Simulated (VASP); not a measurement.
# SrVO3 (Pm-3m) in VASP: reference runs

How does SrVO3 come out in PBE? The cell is run as given and disturbed.

Everything below comes from runs of VASP 6.6.1. Logs are shortened: lines on timing, memory, paths and dates and some standing lists are left out, and cuts for length are marked.

### 1 The crystal as given

Symmetry: Pm-3m, No. 221, cubic system. Conventional cell: a = 3.841 Å, b = 3.841 Å, c = 3.841 Å, α = 90.00°, β = 90.00°, γ = 90.00°. Around Sr (site symmetry m-3m) lie 12 O at 2.72 Å. Around V (site symmetry m-3m) lie 6 O at 1.92 Å. Around O (site symmetry 4/mmm) lie 2 V at 1.92 Å.

### 2 Single point, PBE, collinear spin, ferromagnetic start

File INCAR:

```
PREC = Accurate
ENCUT = 520
EDIFF = 1E-7
ISMEAR = -1
SIGMA = 0.05
LREAL = F
LASPH = T
NELM = 100
ALGO = Normal
ISIF = 2
LWAVE = F
LCHARG = T
ISPIN = 2
MAGMOM = 0 2 0 0 0
LORBIT = 11
LMAXMIX = 4
GGA = PE
LELF = T
LVHAR = T
NBANDS = 32
```

File KPOINTS:

```
regular mesh
0
Gamma
  7 7 7
```

File POSCAR:

```
SrVO3
1.0
    3.8409000000      0.0000000000      0.0000000000
    0.0000000000      3.8409000000      0.0000000000
    0.0000000000      0.0000000000      3.8409000000
Sr V O
1 1 3
Direct
    0.5000000000      0.5000000000      0.5000000000
    0.0000000000      0.0000000000      0.0000000000
    0.0000000000      0.0000000000      0.5000000000
    0.0000000000      0.5000000000      0.0000000000
    0.5000000000      0.0000000000      0.0000000000
```

Potentials or basis: VASP PAW PBE potentials, release 64 (Sr_sv, V_sv, O).

The run is started by

```console
> cat potpaw_PBE.64/Sr_sv/POTCAR potpaw_PBE.64/V_sv/POTCAR potpaw_PBE.64/O/POTCAR > POTCAR
> mpirun -np 1 vasp_std > vasp.out
```

OUTCAR:

```text
PREC = Accurate
   ENCUT = 520
   EDIFF = 1E-7
   ISMEAR = -1
   LREAL = F
   LASPH = T
   NELM = 100
   ISIF = 2
   ISPIN = 2
   LORBIT = 11
   GGA = PE

 ion  position               nearest neighbor table
   1  0.500  0.500  0.500-   3 2.72   4 2.72   5 2.72   4 2.72   5 2.72   3 2.72   5 2.72   5 2.72
                             3 2.72   4 2.72   4 2.72   3 2.72   2 3.33   2 3.33   2 3.33   2 3.33
   2  0.000  0.000  0.000-   3 1.92   4 1.92   5 1.92   3 1.92   4 1.92   5 1.92   1 3.33   1 3.33
                             1 3.33   1 3.33   1 3.33   1 3.33   1 3.33   1 3.33
   3  0.000  0.000  0.500-   2 1.92   2 1.92   1 2.72   1 2.72   1 2.72   1 2.72
   4  0.000  0.500  0.000-   2 1.92   2 1.92   1 2.72   1 2.72   1 2.72   1 2.72
   5  0.500  0.000  0.000-   2 1.92   2 1.92   1 2.72   1 2.72   1 2.72   1 2.72

  LATTYP: Found a simple cubic cell.
 ALAT       =     3.8409000000

  Lattice vectors:

 A1 = (   3.8409000000,   0.0000000000,   0.0000000000)
 A2 = (   0.0000000000,   3.8409000000,   0.0000000000)
 A3 = (   0.0000000000,   0.0000000000,   3.8409000000)

Analysis of symmetry for initial positions (statically):
=====================================================================
 Subroutine PRICEL returns:
 Original cell was already a primitive cell.

 Routine SETGRP: Setting up the symmetry group for a
 simple cubic supercell.

 Subroutine GETGRP returns: Found 48 space group operations
 (whereof 48 operations were pure point group operations)
 out of a pool of 48 trial point group operations.

The static configuration has the point symmetry O_h .

Analysis of symmetry for dynamics (positions and initial velocities):
=====================================================================
 Subroutine PRICEL returns:
 Original cell was already a primitive cell.

 Routine SETGRP: Setting up the symmetry group for a
 simple cubic supercell.

 Subroutine GETGRP returns: Found 48 space group operations
 (whereof 48 operations were pure point group operations)
 out of a pool of 48 trial point group operations.

The dynamic configuration has the point symmetry O_h .

Analysis of structural, dynamic, and magnetic symmetry:
=====================================================================
 Subroutine PRICEL returns:
 Original cell was already a primitive cell.

 Routine SETGRP: Setting up the symmetry group for a
 simple cubic supercell.

 Subroutine GETGRP returns: Found 48 space group operations
 (whereof 48 operations were pure point group operations)
 out of a pool of 48 trial point group operations.

The overall configuration has the point symmetry O_h .

 Subroutine INISYM returns: Found 48 space group operations
 (whereof 48 operations are pure point group operations),
 and found     1 'primitive' translations

----------------------------------------------------------------------------------------

                                     Primitive cell

  volume of cell :      56.6629

  direct lattice vectors                    reciprocal lattice vectors
     3.840900000  0.000000000  0.000000000     0.260355646  0.000000000  0.000000000
     0.000000000  3.840900000  0.000000000     0.000000000  0.260355646  0.000000000
     0.000000000  0.000000000  3.840900000     0.000000000  0.000000000  0.260355646

  length of vectors
     3.840900000  3.840900000  3.840900000     0.260355646  0.260355646  0.260355646

  position of ions in fractional coordinates (direct lattice)
     0.500000000  0.500000000  0.500000000
     0.000000000  0.000000000  0.000000000
     0.000000000  0.000000000  0.500000000
     0.000000000  0.500000000  0.000000000
     0.500000000  0.000000000  0.000000000

  ion indices of the primitive-cell ions
   primitive index   ion index
                 1           1
                 2           2
                 3           3
                 4           4
                 5           5

----------------------------------------------------------------------------------------

 KPOINTS: regular mesh

[... 25 lines left out ...]
  0.142857  0.000000  0.000000      6.000000
  0.285714  0.000000  0.000000      6.000000
  0.428571  0.000000  0.000000      6.000000
  0.142857  0.142857  0.000000     12.000000
  0.285714  0.142857  0.000000     24.000000
[... 12 lines left out ...]
  0.428571  0.428571  0.285714     24.000000
  0.428571  0.428571  0.428571      8.000000
   k-points           NKPTS =     20   k-points in BZ     NKDIM =     20   number of bands    NBANDS=     32
   number of dos      NEDOS =    301   number of ions     NIONS =      5
   total plane-waves  NPLWV =  27000
   dimension x,y,z NGX =    30 NGY =   30 NGZ =   30
   dimension x,y,z NGXF=    60 NGYF=   60 NGZF=   60
   ions per type =               1   1   3
   NGX,Y,Z   is equivalent  to a cutoff of  12.98, 12.98, 12.98 a.u.
   NGXF,Y,Z  is equivalent  to a cutoff of  25.97, 25.97, 25.97 a.u.
 SYSTEM =  unknown system
   PREC   = accura    normal or accurate (medium, high low for compatibility)
   ISTART =      0    job   : 0-new  1-cont  2-samecut
   ICHARG =      2    charge: 1-file 2-atom 10-const
   ISPIN  =      2    spin polarized calculation?
   LNONCOLLINEAR =      F non collinear calculations
   LSORBIT =      F    spin-orbit coupling
   LASPH  =      T    aspherical Exc in radial PAW
   ENCUT  =  520.0 eV  38.22 Ry    6.18 a.u.   7.14  7.14  7.14*2*pi/ulx,y,z
   NELM   =    100;   NELMIN=  2; NELMDL= -5     # of ELM steps
   EDIFF  = 0.1E-06   stopping-criterion for ELM
   LREAL  =      F    real-space projection
   EDIFFG = 0.1E-05   stopping-criterion for IOM
   NSW    =      0    number of steps for IOM
   IBRION =     -1    ionic relax: 0-MD 1-quasi-New 2-CG
   NFREE  =      0    steps in history (QN), initial steepest desc. (CG)
   ISIF   =      2    stress and relaxation
   ISYM   =      2    0-nonsym 1-usesym 2-fastsym
   POTIM  = 0.5000    time-step for ionic-motion
   TEBEG  =    0.0;   TEEND  =   0.0 temperature during run
   PSTRESS=    0.0 pullay stress
   NELECT =      41.0000    total number of electrons
   NUPDOWN=      -1.0000    fix difference up-down
   EMIN   =  10.00;   EMAX   =-10.00  energy-range for DOS
   EFERMI =   0.00;   METHOD = LEGACY
   ISMEAR =    -1;   SIGMA  =   0.05  broadening in eV -4-tet -1-fermi 0-gaus
   EFERMI_NEDOS =   21; number of points for ismear=-14 and -15
   IALGO  =     38    algorithm
   IMIX   =      4    mixing-type and parameters
     AMIX     =   0.40;   BMIX     =  1.00
     AMIX_MAG =   1.60;   BMIX_MAG =  1.00
  volume/ion in A,a.u.               =      11.33        76.48
  Fermi-wavevector in a.u.,A,eV,Ry     =   1.469726  2.777380 29.389880  2.160095
  Thomas-Fermi vector in A             =   2.585069
   LORBIT       =     11    0 simple, 1 ext, 2 COOP (PROOUT), +10 PAW based schemes
   GGA     = PE    functional components
   LHFCALC =     F    Hartree Fock is set to
   AEXX    =    0.0000 exact exchange contribution
   IVDW    =     0    specifies the selected vdW correction
   LEPSILON=     F    determine dielectric tensor
   LRPA    =     F    only Hartree local field effects (RPA)
 spin polarized calculation
  energy-cutoff  :      520.00
  volume of cell :       56.66
 maximum number of plane-waves:      1551
 NGX is ok and might be reduce to    30
   NGX = 15   NGY = 15   NGZ = 15

 number of electron      41.0000018 magnetization       0.0184284

 number of electron      41.0000017 magnetization      -0.0029446

 Free energy of the ion-electron system (eV)
  ---------------------------------------------------
  ext. energy  EPLUGINS =         0.00000000
  ---------------------------------------------------
  free energy    TOTEN  =       -39.29282777 eV

  energy without entropy =      -39.28105912  energy(sigma->0) =      -39.28694344

 E-fermi :   6.2179     XC(G=0): -11.5753

 val. band max:        6.1899442271   @ k =   0.4286   0.1429   0.1429
 cond. band min:       6.5977539287   @ k =   0.2857   0.2857   0.0000
 fundamental gap:      0.4078097016
 Fermi energy:         6.2179401550

 spin component 1

 k-point     1 :       0.0000    0.0000    0.0000
  band No.  band energies     occupation
      1     -59.5513      1.00000
      2     -33.3867      1.00000
      3     -33.3867      1.00000
      4     -33.3867      1.00000
      5     -28.2585      1.00000
      6     -13.4703      1.00000
[... 689 lines left out ...]
     31      15.3166      0.00000
     32      19.0814      0.00000
 Fermi energy:         6.2179401550

 spin component 2

 k-point     1 :       0.0000    0.0000    0.0000
  band No.  band energies     occupation
      1     -59.5545      1.00000
      2     -33.3898      1.00000
      3     -33.3898      1.00000
      4     -33.3898      1.00000
      5     -28.2585      1.00000
      6     -13.4703      1.00000
[... 689 lines left out ...]
     31      15.3164      0.00000
     32      19.0814      0.00000

------------------------ aborting loop because EDIFF is reached ----------------------------------------

  FORCE on cell =-STRESS in cart. coord.  units (eV):
  Direction    XX          YY          ZZ          XY          YZ          ZX
  --------------------------------------------------------------------------------------
  -------------------------------------------------------------------------------------
  Total        1.1413517      1.1413517      1.1413517      0.0000000     -0.0000000      0.0000000
  in kB       32.2723857     32.2723857     32.2723857      0.0000000     -0.0000000      0.0000000
  external PRESSURE =      32.2723857 kB  Pullay stress =       0.0000000 kB

 VOLUME and BASIS-vectors are now :
 -----------------------------------------------------------------------------
  energy-cutoff  :      520.00
  volume of cell :       56.66
      direct lattice vectors                 reciprocal lattice vectors
     3.840900000  0.000000000  0.000000000     0.260355646  0.000000000  0.000000000
     0.000000000  3.840900000  0.000000000     0.000000000  0.260355646  0.000000000
     0.000000000  0.000000000  3.840900000     0.000000000  0.000000000  0.260355646

 POSITION                                       TOTAL-FORCE (eV/Angst)
 -----------------------------------------------------------------------------------
      1.92045      1.92045      1.92045         0.000000      0.000000      0.000000
      0.00000      0.00000      0.00000         0.000000      0.000000      0.000000
      0.00000      0.00000      1.92045         0.000000      0.000000      0.000000
      0.00000      1.92045      0.00000         0.000000      0.000000      0.000000
      1.92045      0.00000      0.00000         0.000000      0.000000      0.000000
 -----------------------------------------------------------------------------------
    total drift:                                0.000000     -0.000000      0.000000

  FREE ENERGIE OF THE ION-ELECTRON SYSTEM (eV)
  ---------------------------------------------------
  free  energy   TOTEN  =       -39.2928277676 eV

  energy  without entropy=      -39.2810591196  energy(sigma->0) =      -39.28694344

 total charge

# of ion       s       p       d       tot
------------------------------------------
    1        2.000   5.803   0.219   8.021
    2        2.285   6.349   2.957  11.592
    3        1.565   3.482   0.000   5.047
    4        1.565   3.482   0.000   5.047
    5        1.565   3.482   0.000   5.047
--------------------------------------------------
tot          8.979  22.599   3.176  34.753

 magnetization (x)

# of ion       s       p       d       tot
------------------------------------------
    1        0.000   0.000  -0.000   0.000
    2       -0.000  -0.000  -0.002  -0.002
    3        0.000   0.000   0.000   0.000
    4        0.000   0.000   0.000   0.000
    5        0.000   0.000   0.000   0.000
--------------------------------------------------
tot         -0.000   0.000  -0.002  -0.002
```

It took 100 s on 1 thread of Intel Xeon Platinum 8375C at 2.90GHz (Ice Lake), shared host; peak memory 0.22 GiB.

What came out:

```
Free energy                                           : -39.2928 eV
Pressure                                              : 3.2 GPa
Band gap on the k mesh                                : none (metal or under the smearing width)
Net moment                                            : 0.00 μB per cell
Valence electrons inside the program's atomic spheres : Sr 8.02; V 11.59; O 5.05
```

Levels at points of the mesh, in eV from the Fermi level:
Spin up:
```tsv
k point	band 18	band 19	band 20	band 21	band 22	band 23
(0.00, 0.00, 0.00)	-2.33	-2.33	-2.33	-0.86	-0.86	-0.86
```
Spin down:
| k point | band 16 | band 17 | band 18 | band 19 | band 20 | band 21 | band 22 | band 23 | band 24 | band 25 |
| --- | --- | --- | --- | --- | --- | --- | --- | --- | --- | --- |
| (0.00, 0.00, 0.00) | -3.17 | -3.17 | -2.33 | -2.33 | -2.33 | -0.87 | -0.87 | -0.87 | 1.37 | 1.37 |

Caveat: semilocal functionals often make such compounds metallic where correlation or magnetic order opens a gap, which also shifts bond lengths.

[end of part 1 of 2]
